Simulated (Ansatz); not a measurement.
The system is BaTiO3.

```
Ba Ti O
1.0
     3.99980    0.00000    0.00000
     0.00000    3.99980    0.00000
     0.00000    0.00000    4.01800
Ba Ti O
1 1 3
Direct
  0.00000 0.00000 0.00000
  0.50000 0.50000 0.49000
  0.00000 0.50000 0.51700
  0.50000 0.00000 0.51700
  0.50000 0.50000 0.01900
```

Base run:

| Quantity | Value |
| --- | --- |
| Program | Ansatz 0.2.0 |
| Functional | PBE |
| Potentials or basis | Ansatz PAW |
| Cutoff | 420 eV (not typed: the program's choice for these potentials) |
| k mesh | 7 × 7 × 7 |
| Occupations | fermi-dirac, width 0.05 eV |
| Spin | no spin polarisation |

Its results: band gap on the k mesh 1.93 eV, indirect (least direct gap 2.09 eV); pressure 2.4 GPa; largest force 0.311 eV/Å.

Q: The run is repeated on the same cell with these changes: hubbard terms from none to Ti d U = 3 eV; hubbard projectors from none to ortho-atomic (the default). What comes out?

A: Band gap on the k mesh 2.27 eV, indirect (least direct gap 2.44 eV); pressure 3.4 GPa; largest force 0.164 eV/Å.

The U term pushes filled and empty states of the shell apart.

Caveats: the k mesh misses the band edges, so the gap on the mesh is wider than the one along the path; spin-orbit coupling is left out, which moves the levels of the heavy elements.
